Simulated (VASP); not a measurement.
# Ga2O3 (C2/m) in VASP: a series of runs, part 3 of 3

VASP 6.6.1.

### 4 Band structure, r2SCAN

The input, INCAR:

```
SYSTEM = Ga2O3
PREC = Accurate ; ENCUT = 520
EDIFF = 1E-6 ; ISMEAR = 0
SIGMA = 0.03 ; LREAL = .False.
LASPH = .True. ; NELM = 80
ALGO = Normal ; ISIF = 2
LWAVE = .False. ; LCHARG = .False.
METAGGA = R2SCAN ; LMIXTAU = .True.
NBANDS = 55 ; KPAR = 4
```

The input, KPOINTS:

```
Automatic mesh
0
Gamma
  10 10 6
  0 0 0
```

The input, POSCAR:

```
Ga2O3                                   
1.0
    6.1372135066     -1.5245740791      0.0077636024
    6.1372135066      1.5245740791      0.0077636024
   -1.3856956690      0.0000000000      5.6439506799
  Ga              O             
     4     6
Direct
     0.0904460712728817    0.0904460712728817    0.7951699098881900
     0.9095539287271183    0.9095539287271183    0.2048300901118099
     0.6587144043756198    0.6587144043756198    0.3141629936152404
     0.3412855956243802    0.3412855956243802    0.6858370063847595
     0.1652143760921523    0.1652143760921523    0.1093128317958439
     0.8347856239078477    0.8347856239078477    0.8906871682041562
     0.1732094773292245    0.1732094773292245    0.5628329862863374
     0.8267905226707757    0.8267905226707757    0.4371670137136625
     0.4962355413631818    0.4962355413631818    0.2560002972435891
     0.5037644586368184    0.5037644586368184    0.7439997027564108
```

The input, KPOINTS_OPT:

```
explicit points
78
Reciprocal
 0.0000000000  0.5000000000  0.0000000000 1
 0.0000000000  0.4444444444  0.0000000000 1
 0.0000000000  0.3888888889  0.0000000000 1
 0.0000000000  0.3333333333  0.0000000000 1
 0.0000000000  0.2777777778  0.0000000000 1
 0.0000000000  0.2222222222  0.0000000000 1
 0.0000000000  0.1666666667  0.0000000000 1
 0.0000000000  0.1111111111  0.0000000000 1
 0.0000000000  0.0555555556  0.0000000000 1
 0.0000000000  0.0000000000  0.0000000000 1
 0.0000000000  0.0000000000  0.0000000000 1
 0.0000000000  0.0000000000 -0.0555555556 1
 0.0000000000  0.0000000000 -0.1111111111 1
 0.0000000000  0.0000000000 -0.1666666667 1
 0.0000000000  0.0000000000 -0.2222222222 1
 0.0000000000  0.0000000000 -0.2777777778 1
 0.0000000000  0.0000000000 -0.3333333333 1
 0.0000000000  0.0000000000 -0.3888888889 1
 0.0000000000  0.0000000000 -0.4444444444 1
 0.0000000000  0.0000000000 -0.5000000000 1
 0.0000000000  0.5000000000 -0.5000000000 1
 0.0000000000  0.4444444444 -0.4444444444 1
 0.0000000000  0.3888888889 -0.3888888889 1
 0.0000000000  0.3333333333 -0.3333333333 1
 0.0000000000  0.2777777778 -0.2777777778 1
 0.0000000000  0.2222222222 -0.2222222222 1
 0.0000000000  0.1666666667 -0.1666666667 1
 0.0000000000  0.1111111111 -0.1111111111 1
 0.0000000000  0.0555555556 -0.0555555556 1
 0.0000000000  0.0000000000  0.0000000000 1
 0.0000000000  0.0000000000  0.0000000000 1
-0.0555555556 -0.0555555556  0.0555555556 1
-0.1111111111 -0.1111111111  0.1111111111 1
-0.1666666667 -0.1666666667  0.1666666667 1
-0.2222222222 -0.2222222222  0.2222222222 1
-0.2777777778 -0.2777777778  0.2777777778 1
-0.3333333333 -0.3333333333  0.3333333333 1
-0.3888888889 -0.3888888889  0.3888888889 1
-0.4444444444 -0.4444444444  0.4444444444 1
-0.5000000000 -0.5000000000  0.5000000000 1
-0.5000000000  0.0000000000  0.5000000000 1
-0.4444444444  0.0000000000  0.4444444444 1
-0.3888888889  0.0000000000  0.3888888889 1
-0.3333333333  0.0000000000  0.3333333333 1
-0.2777777778  0.0000000000  0.2777777778 1
-0.2222222222  0.0000000000  0.2222222222 1
-0.1666666667  0.0000000000  0.1666666667 1
-0.1111111111  0.0000000000  0.1111111111 1
-0.0555555556  0.0000000000  0.0555555556 1
 0.0000000000  0.0000000000  0.0000000000 1
 0.0000000000  0.0000000000  0.0000000000 1
-0.0555555556 -0.0555555556  0.0000000000 1
-0.1111111111 -0.1111111111  0.0000000000 1
-0.1666666667 -0.1666666667  0.0000000000 1
-0.2222222222 -0.2222222222  0.0000000000 1
-0.2777777778 -0.2777777778  0.0000000000 1
-0.3333333333 -0.3333333333  0.0000000000 1
-0.3888888889 -0.3888888889  0.0000000000 1
-0.4444444444 -0.4444444444  0.0000000000 1
-0.5000000000 -0.5000000000  0.0000000000 1
-0.5000000000  0.0000000000  0.0000000000 1
-0.4444444444  0.0000000000  0.0000000000 1
-0.3888888889  0.0000000000  0.0000000000 1
-0.3333333333  0.0000000000  0.0000000000 1
-0.2777777778  0.0000000000  0.0000000000 1
-0.2222222222  0.0000000000  0.0000000000 1
-0.1666666667  0.0000000000  0.0000000000 1
-0.1111111111  0.0000000000  0.0000000000 1
-0.0555555556  0.0000000000  0.0000000000 1
 0.0000000000  0.0000000000  0.0000000000 1
 0.0000000000  0.0000000000  0.0000000000 1
 0.0000000000  0.5000000000 -0.5000000000 1
-0.5000000000 -0.5000000000  0.0000000000 1
-0.5000000000  0.0000000000  0.5000000000 1
-0.5000000000  0.0000000000  0.0000000000 1
 0.0000000000  0.5000000000  0.0000000000 1
 0.0000000000  0.0000000000 -0.5000000000 1
-0.5000000000 -0.5000000000  0.5000000000 1
```

Potentials or basis: VASP PAW PBE potentials, release 64 (Ga_d, O).

Run with:

```console
$ cat potpaw_PBE.64/Ga_d/POTCAR potpaw_PBE.64/O/POTCAR > POTCAR
$ mpirun -np 4 vasp_std > vasp.out
```

OUTCAR:

```text
SYSTEM = Ga2O3
   PREC = Accurate
   ENCUT = 520
   EDIFF = 1E-6
   ISMEAR = 0
   LREAL = .False.
   LASPH = .True.
   NELM = 80
   ISIF = 2
   METAGGA = R2SCAN

 ion  position               nearest neighbor table
   1  0.090  0.090  0.795-   5 1.84  10 1.84  10 1.84   7 1.87
   2  0.910  0.910  0.205-   6 1.84   9 1.84   9 1.84   8 1.87
   3  0.659  0.659  0.314-   9 1.94   5 1.95   5 1.95   8 2.02   7 2.08   7 2.08
   4  0.341  0.341  0.686-  10 1.94   6 1.95   6 1.95   7 2.02   8 2.08   8 2.08
   5  0.165  0.165  0.109-   1 1.84   3 1.95   3 1.95
   6  0.835  0.835  0.891-   2 1.84   4 1.95   4 1.95
   7  0.173  0.173  0.563-   1 1.87   4 2.02   3 2.08   3 2.08
   8  0.827  0.827  0.437-   2 1.87   3 2.02   4 2.08   4 2.08
   9  0.496  0.496  0.256-   2 1.84   2 1.84   3 1.94
  10  0.504  0.504  0.744-   1 1.84   1 1.84   4 1.94

  LATTYP: Found a base centered monoclinic cell.
 ALAT       =    12.2744368342
 B/A-ratio  =     0.2484145056
 C/A-ratio  =     0.4734692813
 COS(beta)  =    -0.2372087458

  Lattice vectors:

 A1 = (   6.1372135066,  -1.5245740791,   0.0077636024)
 A2 = (   6.1372135066,   1.5245740791,   0.0077636024)
 A3 = (  -1.3856956690,   0.0000000000,   5.6439506799)

Analysis of symmetry for initial positions (statically):
=====================================================================
 Subroutine PRICEL returns:
 Original cell was already a primitive cell.

 Routine SETGRP: Setting up the symmetry group for a
 base centered monoclinic supercell.

 Subroutine GETGRP returns: Found  4 space group operations
 (whereof  4 operations were pure point group operations)
 out of a pool of  4 trial point group operations.

The static configuration has the point symmetry C_2h.

Analysis of symmetry for dynamics (positions and initial velocities):
=====================================================================
 Subroutine PRICEL returns:
 Original cell was already a primitive cell.

[... 150 lines left out ...]
   AEXX    =    0.0000 exact exchange contribution
   IVDW    =     0    specifies the selected vdW correction
   LEPSILON=     F    determine dielectric tensor
   LRPA    =     F    only Hartree local field effects (RPA)
 non-spin polarized calculation
 Gauss-broadening in eV      SIGMA  =   0.03
  energy-cutoff  :      520.00
  volume of cell :      105.65
 maximum number of plane-waves:      2870
   NGX = 23   NGY = 23   NGZ = 21

 number of electron      88.0000012 magnetization

 Free energy of the ion-electron system (eV)
  ---------------------------------------------------
  ext. energy  EPLUGINS =         0.00000000
  ---------------------------------------------------
  free energy    TOTEN  =      -102.44685656 eV

  energy without entropy =     -102.44685656  energy(sigma->0) =     -102.44685656

 E-fermi :   3.5153     XC(G=0): -12.4811

 val. band max:        3.3478967325   @ k =   0.5000   0.4000   0.5000
 cond. band min:       6.2989894879   @ k =   0.0000   0.0000   0.0000
 fundamental gap:      2.9510927554
 Fermi energy:         3.5153153014

 k-point     1 :       0.0000    0.0000    0.0000
  band No.  band energies     occupation
      1     -16.4302      2.00000
      2     -15.3052      2.00000
      3     -15.2838      2.00000
      4     -15.1437      2.00000
      5     -14.7042      2.00000
      6     -14.6874      2.00000
[... 1381 lines left out ...]
     54      15.5478      0.00000
     55      16.7871      0.00000

 [... further k-points ...]

------------------------ aborting loop because EDIFF is reached ----------------------------------------

  FORCE on cell =-STRESS in cart. coord.  units (eV):
  Direction    XX          YY          ZZ          XY          YZ          ZX
  --------------------------------------------------------------------------------------
  -------------------------------------------------------------------------------------
  Total        0.2272711      0.1357929      0.3907209      0.0000000      0.0000000     -0.0519115
  in kB        3.4465689      2.0593014      5.9252875      0.0000000      0.0000000     -0.7872392
  external PRESSURE =       3.8103859 kB  Pullay stress =       0.0000000 kB

 VOLUME and BASIS-vectors are now :
 -----------------------------------------------------------------------------
  energy-cutoff  :      520.00
  volume of cell :      105.65
      direct lattice vectors                 reciprocal lattice vectors
     6.137213507 -1.524574079  0.007763602     0.081444903 -0.327960449  0.019996250
     6.137213507  1.524574079  0.007763602     0.081444903  0.327960449  0.019996250
    -1.385695669  0.000000000  5.643950680    -0.000224065  0.000000000  0.177125842

 POSITION                                       TOTAL-FORCE (eV/Angst)
 -----------------------------------------------------------------------------------
      0.00831      0.00000      4.48930         0.061227      0.000000     -0.022363
     10.88042      0.00000      1.17017        -0.061227      0.000000      0.022363
      7.65001      0.00000      1.78335         0.030847      0.000000      0.079266
      3.23872      0.00000      3.87613        -0.030847      0.000000     -0.079266
      1.87644      0.00000      0.61952        -0.043640      0.000000     -0.011246
      9.01229      0.00000      5.03996         0.043640      0.000000      0.011246
      1.34613      0.00000      3.17929        -0.004770      0.000000     -0.005932
      9.54260      0.00000      2.48019         0.004770      0.000000      0.005932
      5.73627      0.00000      1.45256         0.061824      0.000000     -0.012350
      5.15246      0.00000      4.20692        -0.061824      0.000000      0.012350
 -----------------------------------------------------------------------------------
    total drift:                                0.000000      0.000000      0.000000

  FREE ENERGIE OF THE ION-ELECTRON SYSTEM (eV)
  ---------------------------------------------------
  free  energy   TOTEN  =      -102.4468565648 eV

  energy  without entropy=     -102.4468565648  energy(sigma->0) =     -102.44685656
```

Wall time 27 min (4 MPI ranks of Intel Xeon Platinum 8559C (Emerald Rapids), shared host); peak memory 1.3 GiB.

What came out:

```yaml
Free_energy: -102.4469 eV
Pressure: 0.4 GPa
Largest_force: 0.085 eV/Å
Band_gap_on_the_k_mesh: 2.95 eV, indirect (least direct gap 2.98 eV)
Band_gap_along_the_path: 2.97 eV, indirect (least direct gap 2.98 eV)
```

Forces on the atoms (eV/Å):
```
Ga   0.061  0.000 -0.022
Ga  -0.061  0.000  0.022
Ga   0.031  0.000  0.079
Ga  -0.031  0.000 -0.079
O   -0.044  0.000 -0.011
O    0.044  0.000  0.011
O   -0.005  0.000 -0.006
O    0.005  0.000  0.006
O    0.062  0.000 -0.012
O   -0.062  0.000  0.012
```

Stress tensor (GPa, compression positive):
```
 0.34  0.00 -0.08
 0.00  0.21  0.00
-0.08  0.00  0.59
```

Levels at the corners of the path, in eV from the valence-band top:
| point | band 42 | band 43 | band 44 | band 45 | band 46 | band 47 |
| --- | --- | --- | --- | --- | --- | --- |
| X | -0.70 | -0.44 | -0.14 | 6.32 | 7.25 | 7.95 |
| Γ | -0.47 | -0.27 | -0.01 | 2.97 | 6.33 | 7.36 |
| Γ | -0.47 | -0.27 | -0.01 | 2.97 | 6.33 | 7.36 |
| Y | -0.62 | -0.46 | -0.29 | 5.35 | 5.47 | 7.41 |
| L | -1.06 | -0.72 | -0.66 | 7.61 | 7.64 | 8.54 |
| Γ | -0.47 | -0.27 | -0.01 | 2.97 | 6.33 | 7.36 |
| Γ | -0.47 | -0.27 | -0.01 | 2.97 | 6.33 | 7.36 |
| Z | -0.58 | -0.58 | 0.00 | 5.78 | 5.91 | 6.91 |
| N | -1.06 | -0.72 | -0.66 | 7.61 | 7.64 | 8.54 |
| Γ | -0.47 | -0.27 | -0.01 | 2.97 | 6.33 | 7.36 |
| Γ | -0.47 | -0.27 | -0.01 | 2.97 | 6.33 | 7.36 |
| M | -0.64 | -0.40 | -0.16 | 5.13 | 5.40 | 6.46 |
| R | -0.70 | -0.44 | -0.14 | 6.32 | 7.25 | 7.95 |
| Γ | -0.47 | -0.27 | -0.01 | 2.97 | 6.33 | 7.36 |

Caveat: the PAW data sets were made with another functional, which shifts forces and pressure a little.

### 5 Summary

| level | spin | k mesh | gap on the mesh (eV) | pressure (GPa) |
| --- | --- | --- | --- | --- |
| PBEsol | off | 10 × 10 × 6 | 2.22 | 0.2 |
| PBEsol | SOC, no magnetisation | 8 × 8 × 4 | - | 0.2 |
| r2SCAN | off | 10 × 10 × 6 | 2.95 | 0.4 |

Alike in all rows: task band structure; potentials or basis VASP PAW PBE potentials, release 64 (Ga_d, O); cell as given; cutoff (eV) 520; smearing gaussian 0.03 eV.

Caveats: the PAW data sets were made with another functional, which shifts forces and pressure a little.

Total energies depend on the potentials used, so only differences within one code and one set of settings carry meaning.
